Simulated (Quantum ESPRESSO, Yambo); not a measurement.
# BN (Qingsongite): G0W0 with Yambo, start to end, part 3 of 3

Aim: the G0W0 gap of BN (Qingsongite) on PBE, step by step.

Quantum ESPRESSO 7.5 and Yambo 5.3.0; PBE and many-body steps on it, plane waves. Known limits of the many-body steps: not at the basis limit.

So far. Step 3 (Bands along the symmetry lines): The gap is 4.535 eV, as in the run before at this level. Step 4 (Empty states on the mesh, 8×8×8 mesh, 53 bands): On this mesh the gap is 4.535 eV.

**6. Screening and self-energy, 8×8×8 mesh, 53 bands, screening to 210.9 eV**

G0W0 replaces the xc potential by the self-energy, built once from these orbitals. Only a window of levels is corrected, while the sums run over the empty bands that the input names.

This step: G0W0 on PBE, plane waves, norm-conserving pseudopotentials.

File gw1.in:

```
HF_and_locXC
gw0
dyson
ppa
em1d
rim_cut
RandQpts= 1000000
RandGvec= 1 RL
EXXRLvcs= 72 Ry
VXCRLvcs= 288 Ry
Chimod= "HARTREE"
% BndsRnXp
 1 | 53 |
%
NGsBlkXp= 15.5 Ry
% LongDrXp
 1 | 1 | 1 |
%
% GbndRnge
 1 | 53 |
%
DysSolver= "n"
ExtendOut
PPAPntXp= 27.21138 eV
% QPkrange
 1 | 29 | 2 | 6 |
%
```

Run with:

```
> OMP_NUM_THREADS=1 mpirun -n 4 yambo -F gw1.in -J gw1 -C gw1 > gw1.log
```

The program printed:

```text
 Yambo, version 5.3.0

 [02] CORE Variables Setup
 =========================

  [... cell, symmetries and grids as in the set-up ...]

  [02.05] Energies & Occupations
  ==============================

  [X] === General ===
  [X] Electronic Temperature                        :  0.000000  0.000000 [eV K]
  [X] Bosonic    Temperature                        :  0.000000  0.000000 [eV K]
  [X] Finite Temperature mode                       : no
  [X] El. density                                   :  0.67737E+24 [cm-3]
  [X] Fermi Level                                   :  11.15554 [eV]

  [X] === Gaps and Widths ===
  [X] Conduction Band Min                           :  4.534823 [eV]
  [X] Valence Band Max                              :  0.000000 [eV]
  [X] Filled Bands                                  :   4
  [X] Empty Bands                                   :    5   53
  [X] Direct Gap                                    :  8.878135 [eV]
  [X] Direct Gap localized at k                     :  1
  [X] Indirect Gap                                  :  4.534823 [eV]
  [X] Indirect Gap between kpts                     :   1  21
  [X] Last valence band width                       :  6.499738 [eV]
  [X] 1st conduction band width                     :  6.083197 [eV]

 [03] Transferred momenta grid and indexing
 ==========================================

 IBZ Q-points                                      :  29
 BZ  Q-points                                      :   512

 K/Q-points units:
 rlu = crystal or reduced units; cc = cartesian coordinates; iku = interal k-units

 Q [ 1]         [rlu]:  0.000000  0.000000  0.000000
 Q [ 2]         [rlu]: -0.19961E-16 -0.19961E-16  0.12500
 Q [ 3]         [rlu]:  0.53430E-17  0.53430E-17  0.25000
 Q [ 4]         [rlu]: -0.70741E-17 -0.70741E-17  0.37500
 Q [ 5]         [rlu]: -0.10686E-16 -0.10686E-16 -0.50000
 Q [ 6]         [rlu]: -0.13995E-17  0.12500      0.12500
 Q [ 7]         [rlu]: -0.48728E-17  0.12500      0.25000
 Q [ 8]         [rlu]: -0.22413E-16  0.12500      0.37500
 Q [ 9]         [rlu]: -0.67428E-16  0.12500      0.50000
 Q [10]         [rlu]:  0.44825E-16  0.12500     -0.37500
     [... 17 further rows ...]
 Q [28]         [rlu]:  0.125000 -0.500000 -0.375000
 Q [29]         [rlu]:  0.250000 -0.500000 -0.250000

 [04] Coloumb potential Random Integration (RIM)
 ===============================================

  [04.01] RIM initialization
  ==========================

  * Diagonal components only detected *

  8 x (sBL volume)        :  0.048629 [a.u.]
  sBZ random points       :  1000000
  Points outside the sBZ  :   7987327
  RL volume               :  3.112276 [a.u.]
  Integrated volume       :  3.117214 [a.u.]

  [04.02] RIM integrals
  =====================

  Gamma point sphere radius             :  0.066209 [a.u.]
  Points outside the sphere             :   799513
  [Int_sBZ(q=0) 1/q^2]*(Vol_sBZ)^(-1/3) =:  7.764325
                                 should be <:  7.795600

  Summary of Coulomb integrals for non-metallic bands |Q|[au] RIM/Bare

  Q [1] 0.100000E-4 0.995988 * Q [2] 0.199133 1.066654
  Q [6] 0.229939 1.065697 * Q [12] 0.325183 1.027401
  Q [7] 0.381311 1.020783 * Q [3] 0.398266 1.018268
  Q [13] 0.459878 1.014976 * Q [11] 0.501141 1.012108
  Q [22] 0.514159 1.011863 * Q [8] 0.563233 1.010068
  Q [14] 0.597399 1.009284 * Q [4] 0.597399 1.009027
  Q [17] 0.650366 1.007827 * Q [23] 0.680169 1.007386
  Q [10] 0.689817 1.007083 * Q [18] 0.689817 1.007360
  Q [25] 0.727131 1.006711 * Q [9] 0.753906 1.006299
  Q [15] 0.762622 1.006243 * Q [5] 0.796532 1.005676
  Q [16] 0.821047 1.005476 * Q [19] 0.821047 1.005633
  Q [27] 0.829057 1.005405 * Q [24] 0.860353 1.005108
  Q [26] 0.883098 1.005043 * Q [21] 0.919756 1.004671
  Q [28] 0.948063 1.004468 * Q [20] 0.975549 1.004343
  Q [29] 1.028319 1.004012

 [05] Dipoles
 ============

  [05.01] Setup: observables and procedures
  =========================================

 [06] Dynamic Dielectric Matrix (PPA)
 ====================================

 [WR./gw1//ndb.pp]---------------------------------------------------------------
  Brillouin Zone Q/K grids (IBZ/BZ)                :    29   512    29   512
  RL vectors                                       :  1211 [WF]
  Coulomb cutoff potential                         : none
  Electronic Temperature                           :  0.000000 [K]
  Bosonic    Temperature                           :  0.000000 [K]
  PPA    diel. fun.  energies                      : Perdew, Burke & Ernzerhof(X)+Perdew, Burke & Ernzerhof(C)
  wavefunctions                                    : Perdew, Burke & Ernzerhof(X)+Perdew, Burke & Ernzerhof(C)
  Global Gauge                                     : length
  X matrix size                                    :   89
  X band range                                     :    1   53
  X e/h energy range                               : -1.000000 -1.000000 [eV]
  X Time ordering                                  : R
  X Hxc Kernel                                     : HARTREE
  X Drude frequency                                :  0.000000  0.000000
  X poles                                          :  100.0000 [o/o]
  RL vectors in the sum                            :  1211
  [r,Vnl] included                                 : yes
  Field direction                                  :  0.577350E-5  0.577350E-5  0.577350E-5
  BZ energy Double Grid                            : no
  BZ energy DbGd points                            : 0
  BZ Q point size factor                           : -1.000000
  X Optical Averaged directions                    : none

 [07] Local Exchange-Correlation + Non-Local Fock
 ================================================

 [VXC] Plane waves :   6615
 [EXS] Plane waves :   893

 QP @ state[ 1 ] K range:   1  29
 QP @ state[ 1 ] b range:   2   6

 [xc] Functional : Perdew, Burke & Ernzerhof(X)+Perdew, Burke & Ernzerhof(C)
 [xc] LIBXC used to calculate xc functional
  PP Number of Atomic Species                      :  2
  NLCC RL compoments                               :   6615
  PP Number of Atomic Species                      :  2
  NLCC RL compoments                               :   6615

 [xc] E_xc :  -3.728796 [Ha]
      E_xc :  -7.457591 [Ry]

  Local XC kind (lXC) : Perdew, Burke & Ernzerhof(X)+Perdew, Burke & Ernzerhof(C)
  Non-Local XC kind (nlXC) : Hartree-Fock

  Corrections @ K [1] :  [eV]
 <2|nlXC|2> = -22.01825  0.55810E-21 <2|lXC|2> = -18.51949  0.000000
 <3|nlXC|3> = -22.01822  0.55939E-19 <3|lXC|3> = -18.51949  0.75527E-15
 <4|nlXC|4> = -22.01825 -0.11171E-16 <4|lXC|4> = -18.51949 -0.94408E-16
 <5|nlXC|5> = -7.186745 -0.23217E-17 <5|lXC|5> = -13.77826  0.37763E-15
 <6|nlXC|6> = -7.186770  0.18590E-17 <6|lXC|6> = -13.77826 -0.37763E-15

  Corrections @ K [2] :  [eV]
 <2|nlXC|2> = -21.67348  0.17721E-16 <2|lXC|2> = -17.55949 -0.37763E-15
 <3|nlXC|3> = -21.87311  0.15780E-17 <3|lXC|3> = -18.27016  0.94408E-16
 <4|nlXC|4> = -21.87313 -0.56233E-17 <4|lXC|4> = -18.27016 -0.94408E-16
 <5|nlXC|5> = -7.694809  0.62598E-18 <5|lXC|5> = -14.20917  0.18882E-15
 <6|nlXC|6> = -7.259095 -0.36041E-18 <6|lXC|6> = -14.03371 -0.23602E-16

  Corrections @ K [3] :  [eV]
[...]
Corrections @ K [4] :  [eV]
[...]
Corrections @ K [5] :  [eV]
[...]
[... 23 further k-points ...]
  Corrections @ K [29] :  [eV]
 <2|nlXC|2> = -22.46298 -0.56550E-17 <2|lXC|2> = -15.87296  0.94408E-16
 <3|nlXC|3> = -21.33846  0.19858E-16 <3|lXC|3> = -15.55836  0.47573E-16
 <4|nlXC|4> = -20.57522 -0.43416E-17 <4|lXC|4> = -15.21516 -0.16817E-15
 <5|nlXC|5> = -8.351496 -0.85459E-18 <5|lXC|5> = -14.81841 -0.94408E-16
 <6|nlXC|6> = -6.336951 -0.19288E-18 <6|lXC|6> = -14.34910 -0.33043E-15

  [07.01] Hartree-Fock occupations report
  =======================================

  [Hartree-Fock] === General ===
  [Hartree-Fock] Electronic Temperature             :  0.000000  0.000000 [eV K]
  [Hartree-Fock] Bosonic    Temperature             :  0.000000  0.000000 [eV K]
  [Hartree-Fock] Finite Temperature mode            : no
  [Hartree-Fock] El. density                        :  0.67737E+24 [cm-3]
  [Hartree-Fock] Fermi Level                        :  11.15554 [eV]

  [Hartree-Fock] === Gaps and Widths ===
  [Hartree-Fock] Conduction Band Min                :  9.672309 [eV]
  [Hartree-Fock] Valence Band Max                   : -3.498760 [eV]
  [Hartree-Fock] Filled Bands                       :   4
  [Hartree-Fock] Empty Bands                        :    5   53
  [Hartree-Fock] Direct Gap                         :  18.96841 [eV]
  [Hartree-Fock] Direct Gap localized at k          :  1
  [Hartree-Fock] Indirect Gap                       :  13.17107 [eV]
  [Hartree-Fock] Indirect Gap between kpts          :   1  21
  [Hartree-Fock] Last valence band width            :  8.361040 [eV]
  [Hartree-Fock] 1st conduction band width          :  7.767146 [eV]

 [08] Dyson equation: Newton solver
 ==================================

  [08.01] G0W0 (W PPA)
  ====================

  [  GW  ] Bands range     :    1   53
  [GW/PPA] G damping       :  0.100000 [eV]

  QP @ state[ 1 ] K range:   1  29
  QP @ state[ 1 ] b range:   2   6

   Sc/G bands                                       :    1   53
   Sc/G damping                                     :  0.100000 ev
   Sc bands terminator                              : no
   Sx RL components                                 :   893

   QP @ state[ 1 ] K range                          :   1  29
   QP @ state[ 1 ] b range                          :   2   6
   GF energies kind                                 : Perdew, Burke & Ernzerhof(X)+Perdew, Burke & Ernzerhof(C)
   GF WF`s kind                                     : Perdew, Burke & Ernzerhof(X)+Perdew, Burke & Ernzerhof(C)
   Xs energies kind                                 : Perdew, Burke & Ernzerhof(X)+Perdew, Burke & Ernzerhof(C)
   Xs WF`s kind                                     : Perdew, Burke & Ernzerhof(X)+Perdew, Burke & Ernzerhof(C)

 [11] Game Over & Game summary
```

Elapsed: 6.3 min, on 4 MPI ranks of Arm Neoverse V1, shared host; peak memory 1.2 GiB.

This step gave:

| Item | Value |
| --- | --- |
| G0W0 gap on the mesh | 5.955 eV |
| starting gap on the mesh | 4.535 eV |
| k of the valence top | 0, 0, 0 |
| k of the conduction bottom | 0, -0.5, -0.5 |
| least direct G0W0 gap on the computed points | 10.89 eV |
| Z at the valence top | 0.8278 |
| Z at the conduction bottom | 0.8541 |

The gap on the mesh goes from 4.53 eV to 5.96 eV, a correction of +1.42 eV.

Limits: finite bands, cutoff and mesh. v1 is the top filled band, c1 the lowest empty one. Levels before and after the correction, in eV, zero at the valence-band top of each column:

|  | conduction bottom | valence top |
| --- | --- | --- |
| Kohn-Sham | 4.53 | 0.00 |
| G0W0 | 5.96 | 0.00 |

|  | level | energy (eV) |
| --- | --- | --- |
| Kohn-Sham | Γ v3-v1 | 0.000 |
| Kohn-Sham | Γ c1-c2 | 8.878 |
| Kohn-Sham | (0 -0.5 -0.5) v3 | -8.907 |
| Kohn-Sham | (0 -0.5 -0.5) v2-v1 | -4.907 |
| Kohn-Sham | (0 -0.5 -0.5) c1 | 4.535 |
| Kohn-Sham | (0 -0.5 -0.5) c2 | 9.342 |
| G0W0 | Γ v3-v1 | 0.000 |
| G0W0 | Γ c1-c2 | 10.888 |
| G0W0 | (0 -0.5 -0.5) v3 | -9.918 |
| G0W0 | (0 -0.5 -0.5) v2-v1 | -5.411 |
| G0W0 | (0 -0.5 -0.5) c1 | 5.955 |
| G0W0 | (0 -0.5 -0.5) c2 | 10.892 |

**7. Where the time went**

Times are wall times on the hardware named with each run, good to a factor of about two.

| step | time | share | memory (GiB) |
| --- | --- | --- | --- |
| ground state | 2.3 s | 1 % | 0.17 |
| bands along the symmetry lines | 1.4 s | 0 % | 0.05 |
| empty states on the mesh | 3.1 s | 1 % | 0.18 |
| conversion and set-up | 2 s | 1 % | 0.23 |
| screening and self-energy | 6.3 min | 98 % | 1.2 |

**8. Results**

| Item | Value |
| --- | --- |
| PBE gap | 4.53 eV, indirect |
| G0W0 gap on the mesh | 5.96 eV |
| GW settings | 8×8×8 mesh, 53 bands, screening to 210.9 eV, Godby-Needs plasmon pole |
| known limits | not at the basis limit |

**Reading.** G0W0 moves the gap on the mesh from 4.53 eV to 5.96 eV (+1.42 eV), with Z of 0.83 and 0.85 at the edges. The dearest step here is «screening and self-energy». Bands and cutoff are finite, so the gap is not at the basis limit. The miss can reach some tenths of an eV and take either sign; the mesh is an error of its own.

[Paths, hosts, dates, memory and timing lines, banners, echoed tables and standing remarks are left out of the program output.]

[Logs are printed without paths, hosts, clocks, repeated set-up lines and the standing remarks that a program may print on its own settings, such as how far it seeks lower states.]

[Runs of the session that timed out or met a known fault of the program may be left out.]

[Hosts, paths, dates, database ids (printed as entryN), source tags and the programs' standing remarks are cut or masked in the printed files.]
